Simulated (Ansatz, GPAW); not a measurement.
# Ballistic transport through biphenyl-4,4'-dithiol between two Ir chains, from relaxation to T(E)

Wanted: T(E) of biphenyl-4,4'-dithiol between two Ir chains at a relaxed geometry in two programs, beside the unrelaxed structure.

Program: GPAW 26.7.0 and Ansatz 0.2.0. Level of theory: Ansatz plane waves; relaxation of the junction with the lead ends held; PAW set soft_1, in the first sound run; inputs show where later runs differ. Results are calculated unless marked as measured.

**1. Set-up**

The cell holds 38 atoms: 16 Ir, 2 S, 8 H and 12 C. Its edges and angles: a = 12.503 Å, b = 10.814 Å, c = 47.516 Å, α = 90.0°, β = 90.0°, γ = 90.0°. Regions: left lead, 8 atoms (8 Ir); channel, 22 atoms (2 S, 8 H and 12 C); right lead, 8 atoms (8 Ir). Vacuum lies along a and b. The structure is stacked along c, and the current runs across the ab planes.

**2. Relaxing the atoms**

Transmission follows bond lengths closely, so the atoms between the held lead ends are relaxed first, from a slightly shaken start that lets symmetry break.

The input, input.yaml:

```yaml
crystal:
  lattice:
    - [12.5034429481, 0.0, 0.0]
    - [0.0, 10.8140714037, 0.0]
    - [0.0, 0.0, 47.5160471249]
  atoms:
    - { symbol: Ir, position: [0.5, 0.5, 0.0242023499] }
    - { symbol: Ir, position: [0.5, 0.5, 0.0726070498] }
    - { symbol: Ir, position: [0.5, 0.5, 0.1210117497] }
    - { symbol: Ir, position: [0.5, 0.5, 0.1694164495] }
    - { symbol: Ir, position: [0.5, 0.5, 0.2178211494] }
    - { symbol: Ir, position: [0.5, 0.5, 0.2662258493] }
    - { symbol: Ir, position: [0.5034688321, 0.5003822763, 0.3148005502] }
    - { symbol: Ir, position: [0.5020946564, 0.5012479209, 0.3639991333] }
    - { symbol: S, position: [0.3439085899, 0.481392409, 0.3931045159] }
    - { symbol: H, position: [0.5255073167, 0.586594096, 0.4265537838] }
    - { symbol: C, position: [0.3864130655, 0.4565740346, 0.4286763835] }
    - { symbol: H, position: [0.2587848107, 0.3252917033, 0.4374703743] }
    - { symbol: C, position: [0.477459146, 0.5174550213, 0.4390015855] }
    - { symbol: C, position: [0.3296306888, 0.3757498354, 0.4459392212] }
    - { symbol: C, position: [0.510838864, 0.5073426805, 0.4675331046] }
    - { symbol: C, position: [0.3620660245, 0.3624150559, 0.4742574096] }
    - { symbol: H, position: [0.5787383613, 0.5498815656, 0.4747951648] }
    - { symbol: C, position: [0.4496302313, 0.42690219, 0.4845759558] }
    - { symbol: H, position: [0.3193178383, 0.2984890795, 0.4887270442] }
    - { symbol: H, position: [0.6462396707, 0.3553299389, 0.5060601749] }
    - { symbol: C, position: [0.4790546213, 0.4092970623, 0.5158112146] }
    - { symbol: C, position: [0.5858137823, 0.3737690889, 0.5212391149] }
    - { symbol: H, position: [0.3309770241, 0.4533278328, 0.5331342866] }
    - { symbol: C, position: [0.4096290223, 0.4244845103, 0.536713991] }
    - { symbol: C, position: [0.6169049962, 0.3590767021, 0.5500581092] }
    - { symbol: H, position: [0.7038833758, 0.3298321338, 0.5550783087] }
    - { symbol: C, position: [0.4391224421, 0.4104935368, 0.5648653757] }
    - { symbol: C, position: [0.5463645666, 0.3745795547, 0.5704494803] }
    - { symbol: H, position: [0.3796861371, 0.4180825514, 0.5822079372] }
    - { symbol: S, position: [0.5866488755, 0.3500536198, 0.6069820987] }
    - { symbol: Ir, position: [0.4979449769, 0.4972739199, 0.6366850222] }
    - { symbol: Ir, position: [0.4991860307, 0.497295468, 0.684577988] }
    - { symbol: Ir, position: [0.5, 0.5, 0.7337741507] }
    - { symbol: Ir, position: [0.5, 0.5, 0.7821788506] }
    - { symbol: Ir, position: [0.5, 0.5, 0.8305835505] }
    - { symbol: Ir, position: [0.5, 0.5, 0.8789882503] }
    - { symbol: Ir, position: [0.5, 0.5, 0.9273929502] }
    - { symbol: Ir, position: [0.5, 0.5, 0.9757976501] }
kpoints:
  mp_grid: { grid: [1, 1, 2] }
hamiltonian:
  xc: pbe
  pseudopotentials: { kind: paw, azcp: { folder: soft_1 } }
scf:
  occupations: { method: fermi_dirac, width: 0.1 }
relax:
  f_tol: 0.03
  max_steps: 80
  constraints: [{ sites: [0, 1, 2, 3, 4, 5, 32, 33, 34, 35, 36, 37] }]
```

On the command line:

```console
$ ansatz run input.yaml --threads 4 --pin off --max-ram 8192MiB --backend cpu --events-out ev --progress --plain --runs-dir out
```

Numbers of over 12 decimals in the logs are rounded to 6 here.

Log:

```text
Engine: ansatz 0.2.0, aarch64-unknown-linux-gnu
Pseudopotentials: kind: paw
Pseudopotential: Ir, paw, valence charge 17, recommended cutoff 420 eV (normal), soft_1/Ir.paw.azcp
Pseudopotential: S, paw, valence charge 6, recommended cutoff 420 eV (normal), soft_1/S.paw.azcp
Pseudopotential: H, paw, valence charge 1, recommended cutoff 420 eV (normal), soft_1/H.paw.azcp
Pseudopotential: C, paw, valence charge 4, recommended cutoff 420 eV (normal), soft_1/C.paw.azcp
Functional definition: PBE
  parameter kappa = 0.804
  parameter beta = 0.066725
  exchange = pbe_x(kappa = kappa, mu = beta*pi^2/3)
  correlation = pbe_c(beta = beta)
Crystal: 38 atoms, lattice volume = 6424.793 Å³
Basis set: ecut = 420 eV, 125535 PW (Γ), exchange–correlation on 180×150×640 points (8 copies of the dense FFT grid, shifted against one another)
Bands: 208, of which v1, the nominal top of the filled ones, is band 170 counted from 1 (169 counted from 0)
Symmetry: 1 space group operations
Space group: P1 (ITA 1), of the structure as read, at distance tolerance 1.9e-4 Å
k-points: 2
Non-local potential: Ir, projectors of the file, l = 0: 3, l = 1: 2, l = 2: 2, l = 3: 1
Non-local potential: S, projectors of the file, l = 0: 2, l = 1: 2, l = 2: 1
Non-local potential: H, projectors of the file, l = 0: 2, l = 1: 1
Non-local potential: C, projectors of the file, l = 0: 2, l = 1: 2, l = 2: 1
PAW form: soft (Blöchl's): semilocal exchange-correlation on the pseudo side does not see the compensation charge
PAW one-centre angular grid: Ir, 590 points (default); XC on 64 Gauss nodes
PAW one-centre angular grid: S, 110 points (default); XC on 64 Gauss nodes
PAW one-centre angular grid: H, 110 points (default); XC on 64 Gauss nodes
PAW one-centre angular grid: C, 110 points (default); XC on 64 Gauss nodes
Initial density: superposition of atomic densities (neutral atoms: chi_scale 0, normalization atom)
Initial wavefunctions: pseudopotential atomic-orbital guess
Functional: x = pbe(κ = 0.804, μ = 0.219515), c = pbe(β = 0.066725)
SCF iter   1: F=—  HF=-195885.601161 eV  |F-HF|=—  |Δ(HF+E_count)|=         —  Δρ=2.64e-2  dr2=5.70e1  ethr=3.10e-3  ⟨swp⟩=8.0  Hψ=1726  notcnv=0  defer=6
preconditioner: auto → LDOS  [metal: Δε(μ)=0.060 eV  Ē_g=5.743 eV  σ=0.100 eV  W_gap=0.15  n_scr=522 (ndim 8)  ℏωp=6.6 eV  f_vac=0.808  D(μ)=47.09/eV (n_scr^D=146)  β→1.0]
SCF iter   2: F=—  HF=-195874.326320 eV  |F-HF|=—  |Δ(HF+E_count)|=    1.13e1  Δρ=1.54e-2  dr2=2.10e1  ethr=3.10e-3  ⟨swp⟩=11.0  Hψ=2137  notcnv=0  defer=8
SCF iter   3: F=—  HF=-195870.019939 eV  |F-HF|=—  |Δ(HF+E_count)|=    4.31e0  Δρ=4.15e-3  dr2=1.98e0  ethr=3.10e-3  ⟨swp⟩=5.0  Hψ=1010  notcnv=0  defer=17
SCF iter   4: F=—  HF=-195869.638419 eV  |F-HF|=—  |Δ(HF+E_count)|=   3.82e-1  Δρ=1.40e-3  dr2=2.40e-1  ethr=5.81e-4  ⟨swp⟩=4.0  Hψ=717  notcnv=0  defer=17
SCF iter   5: F=—  HF=-195869.613568 eV  |F-HF|=—  |Δ(HF+E_count)|=   2.49e-2  Δρ=6.01e-4  dr2=5.47e-2  ethr=7.07e-5  ⟨swp⟩=5.0  Hψ=729  notcnv=0  defer=13
SCF iter   6: F=—  HF=-195869.611424 eV  |F-HF|=—  |Δ(HF+E_count)|=   2.14e-3  Δρ=2.31e-4  dr2=9.71e-3  ethr=1.61e-5  ⟨swp⟩=2.0  Hψ=560  notcnv=0  defer=14
SCF iter   7: F=—  HF=-195869.611886 eV  |F-HF|=—  |Δ(HF+E_count)|=   4.62e-4  Δρ=1.09e-4  dr2=1.77e-3  ethr=2.86e-6  ⟨swp⟩=2.0  Hψ=521  notcnv=0  defer=14
SCF iter   8: F=—  HF=-195869.611828 eV  |F-HF|=—  |Δ(HF+E_count)|=   5.87e-5  Δρ=5.69e-5  dr2=4.92e-4  ethr=5.21e-7  ⟨swp⟩=2.0  Hψ=550  notcnv=0  defer=14
SCF iter   9: F=—  HF=-195869.611812 eV  |F-HF|=—  |Δ(HF+E_count)|=   1.52e-5  Δρ=3.48e-5  dr2=1.98e-4  ethr=1.45e-7  ⟨swp⟩=2.0  Hψ=557  notcnv=0  defer=14
SCF iter  10: F=—  HF=-195869.611806 eV  |F-HF|=—  |Δ(HF+E_count)|=   6.74e-6  Δρ=1.56e-5  dr2=4.49e-5  ethr=5.82e-8  ⟨swp⟩=2.0  Hψ=555  notcnv=0  defer=14
SCF iter  11: F=-195869.611818 eV  HF=-195869.611815 eV  |F-HF|=2.50e-6  |Δ(HF+E_count)|=   9.56e-6  Δρ=7.39e-6  dr2=7.72e-6  ethr=6.62e-9  ⟨swp⟩=4.0  Hψ=1207  notcnv=0
SCF 1 converged in 11 iterations: F = -195869.611818 eV  dr2 = 7.72e-6
  greatest PAW one-centre occupation: 1.000 electrons in one spin orbital (limit 2), on the Ir atom at site 5 (counted from 0), in its partial waves of l = 0
relax step   1: F+E_penalty+E_count = -195869.61181759 eV  Δ(F+E_penalty+E_count) = +0.000e0 eV  max|allowed force component| = 4.474e0 eV/Å  Δτ_max = 0.0000 Å  (11 SCF iters, dr2 threshold 2.25e-5 eV, accepted)
Initial density: handed on by an earlier stage of this run
Initial wavefunctions: those handed on with the density
iter 1 solved again at ethr=1.41e-3 eV; its pass at ethr=3.10e-3 eV (dr2=4.81e0 eV) is discarded
SCF iter   1: F=—  HF=-195871.183647 eV  |F-HF|=—  |Δ(HF+E_count)|=         —  Δρ=5.57e-3  dr2=3.82e0  ethr=1.41e-3  ⟨swp⟩=1.0  Hψ=1659  notcnv=0  defer=14
preconditioner: auto → LDOS  [metal: Δε(μ)=0.048 eV  Ē_g=5.647 eV  σ=0.100 eV  W_gap=0.12  n_scr=522 (ndim 8)  ℏωp=6.7 eV  f_vac=0.827  D(μ)=53.11/eV (n_scr^D=198)  β→1.0]
SCF iter   2: F=—  HF=-195871.072351 eV  |F-HF|=—  |Δ(HF+E_count)|=   1.11e-1  Δρ=2.44e-3  dr2=5.72e-1  ethr=1.12e-3  ⟨swp⟩=3.0  Hψ=683  notcnv=0  defer=14
SCF iter   3: F=—  HF=-195871.001435 eV  |F-HF|=—  |Δ(HF+E_count)|=   7.09e-2  Δρ=1.45e-3  dr2=2.26e-1  ethr=1.68e-4  ⟨swp⟩=3.0  Hψ=987  notcnv=0  defer=19
SCF iter   4: F=—  HF=-195870.961029 eV  |F-HF|=—  |Δ(HF+E_count)|=   4.04e-2  Δρ=4.96e-4  dr2=2.74e-2  ethr=6.65e-5  ⟨swp⟩=2.0  Hψ=588  notcnv=0  defer=19
SCF iter   5: F=—  HF=-195870.957667 eV  |F-HF|=—  |Δ(HF+E_count)|=   3.36e-3  Δρ=1.77e-4  dr2=4.40e-3  ethr=8.07e-6  ⟨swp⟩=2.0  Hψ=523  notcnv=0  defer=18
SCF iter   6: F=—  HF=-195870.957958 eV  |F-HF|=—  |Δ(HF+E_count)|=   2.91e-4  Δρ=8.72e-5  dr2=1.17e-3  ethr=1.30e-6  ⟨swp⟩=2.0  Hψ=510  notcnv=0  defer=18
SCF iter   7: F=—  HF=-195870.958084 eV  |F-HF|=—  |Δ(HF+E_count)|=   1.26e-4  Δρ=3.50e-5  dr2=1.44e-4  ethr=3.45e-7  ⟨swp⟩=2.0  Hψ=409  notcnv=0  defer=18
SCF iter   8: F=-195870.958112 eV  HF=-195870.958101 eV  |F-HF|=1.14e-5  |Δ(HF+E_count)|=   1.66e-5  Δρ=1.72e-5  dr2=3.70e-5  ethr=2.94e-8  ⟨swp⟩=3.0  Hψ=1461  notcnv=0
SCF 2 converged in 8 iterations: F = -195870.958112 eV  dr2 = 3.70e-5
  greatest PAW one-centre occupation: 1.000 electrons in one spin orbital (limit 2), on the Ir atom at site 31 (counted from 0), in its partial waves of l = 0
relax step   2: F+E_penalty+E_count = -195870.95811213 eV  Δ(F+E_penalty+E_count) = -1.346e0 eV  max|allowed force component| = 2.038e0 eV/Å  Δτ_max = 0.1944 Å  (8 SCF iters, dr2 threshold 1.00e-4 eV, accepted)
iter 1 solved again at ethr=1.74e-4 eV; its pass at ethr=3.10e-3 eV (dr2=5.93e-1 eV) is discarded
[...]
relax step  20: F+E_penalty+E_count = -195872.84122611 eV  Δ(F+E_penalty+E_count) = -9.677e-4 eV  max|allowed force component| = 2.067e-2 eV/Å  Δτ_max = 0.0549 Å  (8 SCF iters, dr2 threshold 1.53e-6 eV, accepted)
relax step  21: F+E_penalty+E_count = -195872.84122630 eV  Δ(F+E_penalty+E_count) = -1.873e-7 eV  max|allowed force component| = 2.076e-2 eV/Å  Δτ_max = 0.0000 Å  (3 SCF iters, accepted)
relax step  22: F+E_penalty+E_count = -195872.84145078 eV  Δ(F+E_penalty+E_count) = -2.245e-4 eV  max|allowed force component| = 1.192e-2 eV/Å  Δτ_max = 0.0383 Å  (9 SCF iters, accepted)
SCF iter   1: F=—  HF=-195872.855220 eV  |F-HF|=—  |Δ(HF+E_count)|=         —  Δρ=1.39e-3  dr2=6.76e-2  ethr=1.81e-4  ⟨swp⟩=5.0  Hψ=1020  notcnv=0  defer=7
SCF iter   2: F=—  HF=-195872.846660 eV  |F-HF|=—  |Δ(HF+E_count)|=   8.56e-3  Δρ=4.14e-4  dr2=1.70e-2  ethr=1.99e-5  ⟨swp⟩=3.0  Hψ=699  notcnv=0  defer=11
SCF iter   3: F=—  HF=-195872.841568 eV  |F-HF|=—  |Δ(HF+E_count)|=   5.09e-3  Δρ=1.28e-4  dr2=2.18e-3  ethr=5.00e-6  ⟨swp⟩=3.0  Hψ=669  notcnv=0  defer=11
SCF iter   4: F=—  HF=-195872.841327 eV  |F-HF|=—  |Δ(HF+E_count)|=   2.41e-4  Δρ=5.20e-5  dr2=2.94e-4  ethr=6.40e-7  ⟨swp⟩=2.0  Hψ=575  notcnv=0  defer=11
SCF iter   5: F=—  HF=-195872.841367 eV  |F-HF|=—  |Δ(HF+E_count)|=   3.99e-5  Δρ=2.64e-5  dr2=9.75e-5  ethr=8.65e-8  ⟨swp⟩=2.0  Hψ=582  notcnv=0  defer=11
SCF iter   6: F=—  HF=-195872.841444 eV  |F-HF|=—  |Δ(HF+E_count)|=   7.73e-5  Δρ=1.53e-5  dr2=3.77e-5  ethr=2.87e-8  ⟨swp⟩=2.0  Hψ=489  notcnv=0  defer=11
SCF iter   7: F=—  HF=-195872.841467 eV  |F-HF|=—  |Δ(HF+E_count)|=   2.27e-5  Δρ=4.94e-6  dr2=3.14e-6  ethr=1.11e-8  ⟨swp⟩=1.0  Hψ=402  notcnv=0  defer=11
SCF iter   8: F=—  HF=-195872.841470 eV  |F-HF|=—  |Δ(HF+E_count)|=   3.20e-6  Δρ=1.45e-6  dr2=2.43e-7  ethr=9.22e-10  ⟨swp⟩=2.0  Hψ=622  notcnv=0  defer=11
SCF iter   9: F=-195872.841471 eV  HF=-195872.841471 eV  |F-HF|=2.61e-7  |Δ(HF+E_count)|=   7.79e-7  Δρ=6.23e-7  dr2=5.00e-8  ethr=2.94e-11  ⟨swp⟩=4.5  Hψ=1339  notcnv=0
SCF 23 converged in 9 iterations: F = -195872.841471 eV  dr2 = 5.00e-8
relax step  23: F+E_penalty+E_count = -195872.84147094 eV  Δ(F+E_penalty+E_count) = -2.017e-5 eV  max|allowed force component| = 1.734e-2 eV/Å  Δτ_max = 0.0373 Å  (9 SCF iters, accepted)
SCF converged after 9 iterations
Free energy (F): -195872.841471 eV
Harris-Foulkes:  -195872.841471 eV  (|F-HF|=2.61e-7)
Internal energy: -195871.262619 eV  (E = F + TS)
E sigma→0 (E₀):  -195872.052045 eV
Entropy (-TS):   -1.578852 eV (-41.549 meV/atom)
Fermi energy:    -4.018627 eV
--- Per-component energies (eV) ---
  E_band       = -9766.847954
  E_kinetic    = 9969.131160
  E_local      = -113166.061308  (includes V_loc(G=0)·N_el)
  E_nonlocal   = 3439.543386
  E_hartree    = 49790.395478
  E_xc         = -4423.694718
  E_vxc        = -4954.773945  (∫ρ·V_xc dr)
  E_paw        = -150681.115587  (= ΣΔE_a)
  E_vpaw       = -4635.473065  (= ΣTr[D̂ρ^β])
  E_aug_tail   = -0.002639  (compensation charges beyond the density's cutoff)
  E_ewald      = 9200.541609
  E_smearing   = -1.578852  (= −TS)
  E_closure    = -0.000000  (closes the sum)
  Σ components = -195872.841471   (vs F -195872.841471, Δ=0.00e0)
--- Forces (eV/Å), atoms counted from 1 ---
  atom   1  Ir     0.05940117     0.02043416     0.00044428
  atom   2  Ir    -0.06665931     0.02696763    -0.07460757
  atom   3  Ir     0.06619235    -0.04145879    -0.04838381
  atom   4  Ir    -0.05133725     0.01620335     0.23883727
  atom   5  Ir    -0.30085153    -0.34124980    -0.05096920
  atom   6  Ir     0.35220239     0.31037351     0.25154232
  atom   7  Ir     0.01733593     0.01080707    -0.00212355
  atom   8  Ir    -0.01339961    -0.00850125    -0.00713617
  atom   9  S      0.00783842     0.00538279     0.00410474
  atom  10  H      0.00293958    -0.00007911    -0.00354780
  atom  11  C     -0.00192984    -0.00038775    -0.01201373
  atom  12  H      0.00022338     0.00038183    -0.00016979
  atom  13  C     -0.00112607    -0.00008299     0.00052365
  atom  14  C      0.00000773    -0.00041635     0.00361035
  atom  15  C     -0.00080620     0.00023573     0.00150219
  atom  16  C      0.00408585     0.00046352     0.00320492
  atom  17  H      0.00094987     0.00079497    -0.00107098
  atom  18  C     -0.00260797    -0.00149742     0.00708070
  atom  19  H     -0.00212657     0.00056301     0.00042951
  atom  20  H      0.00087937    -0.00042138     0.00154369
  atom  21  C     -0.00510244     0.00130295    -0.00838141
  atom  22  C      0.00179294    -0.00006040     0.00209039
  atom  23  H      0.00047024    -0.00081767     0.00168685
  atom  24  C      0.00135572    -0.00050624     0.00126598
  atom  25  C     -0.00025376     0.00096261    -0.00186006
  atom  26  H      0.00104894    -0.00052874    -0.00059513
  atom  27  C     -0.00198223     0.00028148    -0.00243636
  atom  28  C     -0.00324422    -0.00065219    -0.00169605
  atom  29  H      0.00118338    -0.00135399     0.00196265
  atom  30  S      0.00768501    -0.00695619     0.00253737
  atom  31  Ir    -0.01501227     0.01283416     0.00568445
  atom  32  Ir     0.01287643    -0.01236095    -0.00606630
  atom  33  Ir    -0.34351405     0.34842534    -0.24451486
  atom  34  Ir     0.27804230    -0.36160125     0.05284677
  atom  35  Ir     0.05198882     0.01144636    -0.23585304
  atom  36  Ir    -0.06894686    -0.03544865     0.04681718
  atom  37  Ir     0.06817875     0.02068894     0.07248031
  atom  38  Ir    -0.05759387     0.02571536     0.00123898
  max |Σ_I F_I| component: 1.85e-4 eV/Å
--- Relaxed structure (23 steps of the walk, 23 accepted, 0 SCFs on fresh bases) ---
  F+E_penalty+E_count = -195872.84147094 eV   max|allowed force component| = 1.734e-2 eV/Å
  atoms:
    - { symbol: Ir, position: [0.5, 0.5, 0.0242023499] }
    - { symbol: Ir, position: [0.5, 0.5, 0.072607] }
    - { symbol: Ir, position: [0.5, 0.5, 0.121012] }
    - { symbol: Ir, position: [0.5, 0.5, 0.1694164495] }
    - { symbol: Ir, position: [0.5, 0.5, 0.217821] }
    - { symbol: Ir, position: [0.5, 0.5, 0.2662258493] }
    - { symbol: Ir, position: [0.421844, 0.412334, 0.305367] }
    - { symbol: Ir, position: [0.470761, 0.448796, 0.350949] }
    - { symbol: S, position: [0.390170, 0.394093, 0.389839] }
    - { symbol: H, position: [0.604909, 0.458638, 0.419896] }
    - { symbol: C, position: [0.437389, 0.412185, 0.425387] }
    - { symbol: H, position: [0.276992, 0.367272, 0.439230] }
    - { symbol: C, position: [0.541321, 0.439969, 0.434999] }
    - { symbol: C, position: [0.358003, 0.390032, 0.445990] }
    - { symbol: C, position: [0.564091, 0.442911, 0.463762] }
    - { symbol: C, position: [0.381353, 0.394891, 0.474604] }
    - { symbol: H, position: [0.645500, 0.465564, 0.470209] }
    - { symbol: C, position: [0.485488, 0.420217, 0.484622] }
    - { symbol: H, position: [0.317550, 0.374370, 0.489540] }
    - { symbol: H, position: [0.674259, 0.355934, 0.510392] }
    - { symbol: C, position: [0.510603, 0.419239, 0.515255] }
    - { symbol: C, position: [0.612334, 0.383366, 0.525302] }
    - { symbol: H, position: [0.354836, 0.481574, 0.529609] }
    - { symbol: C, position: [0.434127, 0.450566, 0.536087] }
    - { symbol: C, position: [0.635249, 0.376783, 0.553924] }
    - { symbol: H, position: [0.714165, 0.345857, 0.560717] }
    - { symbol: C, position: [0.456600, 0.445906, 0.564856] }
    - { symbol: C, position: [0.557962, 0.407615, 0.574508] }
    - { symbol: H, position: [0.394740, 0.471572, 0.579928] }
    - { symbol: S, position: [0.603916, 0.385960, 0.610049] }
    - { symbol: Ir, position: [0.527101, 0.446825, 0.648993] }
    - { symbol: Ir, position: [0.572750, 0.406528, 0.694632] }
    - { symbol: Ir, position: [0.5, 0.5, 0.733774] }
    - { symbol: Ir, position: [0.5, 0.5, 0.782179] }
    - { symbol: Ir, position: [0.5, 0.5, 0.8305835505] }
    - { symbol: Ir, position: [0.5, 0.5, 0.8789882503] }
    - { symbol: Ir, position: [0.5, 0.5, 0.927393] }
    - { symbol: Ir, position: [0.5, 0.5, 0.975798] }
```

Run time: 40 min. Hardware: 4 threads of Arm Neoverse N1, shared host; peak memory 7.4 GiB.

Relaxation path (22 of 23):

```
step  energy less that of the first step (eV)  largest force component (eV/Å)
   1                                   0.0000                          4.4738
   2                                  -1.3463                          2.0383
   3                                  -1.7968                          0.7147
   4                                  -2.0923                          0.6849
   5                                  -2.3735                          0.5337
   6                                  -2.6457                          0.4198
   7                                  -2.8838                          0.3681
   8                                  -3.0515                          0.2305
   9                                  -3.1445                          0.0943
  10                                  -3.1823                          0.1248
  11                                  -3.1961                          0.1502
  13                                  -3.2131                          0.1212
  14                                  -3.2168                          0.1292
  15                                  -3.2216                          0.0822
  16                                  -3.2248                          0.0330
  17                                  -3.2264                          0.0524
  18                                  -3.2278                          0.0683
  19                                  -3.2284                          0.0517
  20                                  -3.2294                          0.0207
  21                                  -3.2294                          0.0208
  22                                  -3.2296                          0.0119
  23                                  -3.2297                          0.0173
```

The atoms that moved most (Å):

```
atom      dx      dy      dz  length
 H10   0.993  -1.384  -0.316   1.732
 Ir7  -1.021  -0.952  -0.448   1.466
Ir32   0.920  -0.982   0.478   1.427
 H17   0.835  -0.912  -0.218   1.255
 C13   0.798  -0.838  -0.190   1.173
  S9   0.578  -0.944  -0.155   1.118
 C15   0.666  -0.697  -0.179   0.980
 Ir8  -0.392  -0.567  -0.620   0.927
```

This step gave:

```
free energy         : -195872.8415 eV
smearing term TS    : 1.579 eV
symmetry operations : 1
```

The relaxation lowered the energy of the cell by 3.23 eV.

(Continued in part 2 of 4.)

[Logs are printed without paths, hosts, clocks, repeated set-up lines and the standing remarks that a program may print on its own settings, such as how far it seeks lower states.]

[Hosts, paths, dates, database ids (printed as entryN), source tags and the programs' standing remarks are cut or masked in the printed files.]
